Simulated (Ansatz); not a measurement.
The following input was run with Ansatz 0.2.0.

```yaml
crystal:
  lattice:
    - [2.34465, -1.7134, 0.0]
    - [2.34465, 1.7134, 0.0]
    - [-0.86055, 0.0, 5.05944]
  atoms:
    - { symbol: Cu, position: [0.0032, 0.4968, 0.0] }
    - { symbol: Cu, position: [0.4968, 0.0032, 0.5] }
    - { symbol: O, position: [0.5714, 0.4056, 0.2537] }
    - { symbol: O, position: [0.4056, 0.5714, 0.7537] }
basis:
  ecutwfc: 420
kpoints:
  mp_grid: { grid: [16, 16, 8] }
hamiltonian:
  xc: pbe
scf:
  occupations: { method: gaussian, width: 0.1 }
output:
  forces: true
  stress: true
  eigenvalues: true
  populations: true
```

Launched with
```bash
ansatz run input.yaml --threads 1 --pin off --max-ram 2560MiB --backend cpu --events-out ev --progress --plain --runs-dir out
```

These are results of DFT PBE, scalar-relativistic, plane waves, PAW in Ansatz, not measurements.

Abridged output (iterations and final results):

```
SCF iter   1: F=—  HF=-14382.315709 eV  |F-HF|=—  |Δ(HF+E_count)|=         —  Δρ=4.79e-3  dr2=2.30e-3  ethr=1.77e-3  ⟨swp⟩=5.1  Hψ=56771  notcnv=0
SCF iter   2: F=—  HF=-14382.315411 eV  |F-HF|=—  |Δ(HF+E_count)|=   2.98e-4  Δρ=2.38e-3  dr2=7.07e-4  ethr=4.60e-6  ⟨swp⟩=2.0  Hψ=30379  notcnv=0
SCF iter   3: F=—  HF=-14382.315290 eV  |F-HF|=—  |Δ(HF+E_count)|=   1.21e-4  Δρ=3.70e-4  dr2=4.48e-5  ethr=1.41e-6  ⟨swp⟩=2.2  Hψ=19416  notcnv=0
SCF iter   4: F=—  HF=-14382.315284 eV  |F-HF|=—  |Δ(HF+E_count)|=   6.00e-6  Δρ=1.28e-4  dr2=5.85e-6  ethr=8.97e-8  ⟨swp⟩=2.2  Hψ=25947  notcnv=0
SCF iter   5: F=—  HF=-14382.315285 eV  |F-HF|=—  |Δ(HF+E_count)|=   1.05e-6  Δρ=4.35e-5  dr2=6.59e-7  ethr=1.17e-8  ⟨swp⟩=2.1  Hψ=25885  notcnv=0
SCF iter   6: F=—  HF=-14382.315285 eV  |F-HF|=—  |Δ(HF+E_count)|=   1.99e-7  Δρ=3.45e-5  dr2=2.24e-7  ethr=2.00e-10  ⟨swp⟩=5.8  Hψ=71086  notcnv=0
SCF iter   7: F=-14382.315285 eV  HF=-14382.315285 eV  |F-HF|=2.20e-9  |Δ(HF+E_count)|=   7.40e-8  Δρ=7.07e-6  dr2=1.53e-8  ethr=2.00e-10  ⟨swp⟩=4.8  Hψ=66181  notcnv=0
SCF 1 converged in 7 iterations: F = -14382.315285 eV  dr2 = 1.53e-8
SCF converged after 7 iterations
Free energy (F): -14382.315285 eV
Harris-Foulkes:  -14382.315285 eV  (|F-HF|=2.20e-9)
Internal energy: -14382.303988 eV  (E = F + TS)
E sigma→0 (E₀):  -14382.309637 eV
Entropy (-TS):   -0.011297 eV (-2.824 meV/atom)
Fermi energy:    12.200535 eV
--- Per-component energies (eV) ---
  E_band       = -856.566247
  E_kinetic    = 943.101025
  E_local      = -9675.857731  (includes V_loc(G=0)·N_el)
  E_nonlocal   = 879.229358
  E_hartree    = 4191.783042
  E_xc         = -323.892895
  E_vxc        = -415.795396  (∫ρ·V_xc dr)
  E_paw        = -3639.836478  (= ΣΔE_a)
  E_vpaw       = -970.806222  (= ΣTr[D̂ρ^β])
  E_aug_tail   = 0.005470  (compensation charges beyond the density's cutoff)
  E_ewald      = -6756.835779
  E_smearing   = -0.011297  (= −TS)
--- Forces (eV/Å), atoms counted from 1 ---
  atom   1  Cu    -0.62716482     0.34801733     0.24288979
  atom   2  Cu    -0.62716482    -0.34801733     0.24288979
  atom   3  O      0.62716358     0.31226649    -0.24288513
  atom   4  O      0.62716358    -0.31226649    -0.24288513
--- Stress (GPa, compression-positive) ---
        5.459306       0.000000      -1.706556
        0.000000       6.687066       0.000000
       -1.706554       0.000000       4.947280
  P = ⅓ Tr σ = 5.6979 GPa (56.979 kbar)
--- Band table (eV; the first three rows and the last of 554) ---
  k-point 0: bands = ["-100.3847", "-100.3841", "-57.9186", "-57.9183", "-57.8906", "-57.8816", "-57.4721", "-57.4716", "-7.7617", "-6.4378", "4.0236", "6.6317", "6.9931", "8.8056", "8.8828", "8.9521", "9.1496", "9.4276", "9.5070", "9.6787", "9.8830", "9.9888", "10.0709", "10.5488", "12.4056", "13.1109", "13.8696", "18.1953", "20.3006", "25.4864"]
  k-point 1: bands = ["-100.3847", "-100.3841", "-57.9186", "-57.9183", "-57.8903", "-57.8819", "-57.4721", "-57.4716", "-7.7194", "-6.4992", "4.1723", "6.6651", "7.0034", "8.4908", "8.7378", "8.9009", "9.1956", "9.3034", "9.6185", "9.7132", "9.9323", "10.0374", "10.1969", "10.5053", "12.3959", "13.0519", "14.0934", "17.9371", "20.6695", "25.5072"]
  k-point 2: bands = ["-100.3846", "-100.3842", "-57.9186", "-57.9183", "-57.8893", "-57.8829", "-57.4720", "-57.4717", "-7.5963", "-6.6676", "4.5987", "6.7610", "7.0114", "7.9101", "8.4609", "8.4711", "9.2658", "9.4246", "9.7075", "9.7551", "9.9321", "10.1735", "10.4283", "10.4734", "12.3553", "12.8874", "14.6561", "17.3971", "21.5229", "25.5085"]
  k-point 553: bands = ["-100.3831", "-100.3831", "-57.9316", "-57.9316", "-57.8850", "-57.8850", "-57.4800", "-57.4800", "-6.3153", "-6.3153", "5.6087", "5.6087", "6.5485", "6.5485", "7.1684", "7.1684", "9.5047", "9.5047", "9.9473", "9.9473", "10.5456", "10.5456", "10.9000", "10.9000", "11.7863", "11.7863", "17.3831", "17.3831", "21.1518", "21.1518"]
--- Löwdin populations: 4 sites ---
  site symbol q [e]
     0     Cu     17.9978
     1     Cu     17.9978
     2      O      6.8926
     3      O      6.8926
  spilling = 0.004385 (of n_electrons = 50.000000)
```

Self-consistency was reached.

Time: 74 s on 1 thread of Arm Neoverse V1, with other jobs on the host, peak memory 0.71 GiB.

Spin polarisation was left out, and a magnetic state may lie lower.